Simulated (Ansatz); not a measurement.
⁶⁷Zn NMR of the central transition in ZnSe under strain

Cell: an entry of the Crystallography Open Database (COD), relaxed with PBE at fixed cell and then changed (z stretched by 3 %, ions relaxed).

```
Zn Se
1.0
     0.00000    2.83380    2.91881
     2.83380    0.00000    2.91881
     2.83380    2.83380    0.00000
Zn Se
1 1
Direct
  0.00000 0.00000 0.00000
  0.25000 0.25000 0.25000
```

Atom numbers follow the list; atoms alike are taken as one site, whose name carries the number of the first.

The numbers come from a DFT calculation in Ansatz (PBE, plane waves and PAW, scalar-relativistic, 420 eV cutoff, Γ-centred 13×13×13 k-points, Fermi–Dirac smearing 0.02 eV).

⁶⁷Zn has I = 5/2 and Q = 122.0 mb (Pyykkö 2018); at 18.8 T its Larmor frequency is ν₀ = 50.2 MHz. Only the quadrupole interaction is simulated: positions count from each site's isotropic chemical shift, and J coupling is left out, as are shift anisotropy and dipolar coupling, which fast spinning averages.

Question: Simulate the second-order pattern (fast magic-angle spinning, Gaussian broadening 0.03 kHz) of site Zn (4 Se at 2.48 Å).

Answer: The calculation gives C_Q = -1.42 MHz and η = 0.00, so ν_Q = 0.213 MHz and the centre of gravity lies at -4.78 ppm (-0.240 kHz).

(offset (kHz), height): (-0.6240, 0), (-0.6057, 2), (-0.5873, 5), (-0.5689, 6), (-0.5505, 6), (-0.5322, 6), (-0.5138, 6), (-0.4954, 6), (-0.4770, 6), (-0.4587, 7), (-0.4403, 7), (-0.4219, 7), (-0.4035, 11), (-0.3851, 43), (-0.3668, 81), (-0.3484, 68), (-0.3300, 53), (-0.3116, 46), (-0.2933, 43), (-0.2749, 42), (-0.2565, 41), (-0.2381, 41), (-0.2198, 41), (-0.2014, 43), (-0.1830, 45), (-0.1646, 48), (-0.1463, 54), (-0.1279, 65), (-0.1095, 89), (-0.0911, 100), (-0.0728, 40), (-0.0544, 3)

An axis of threefold or higher order runs through Zn, so V_zz lies along it and η is zero.
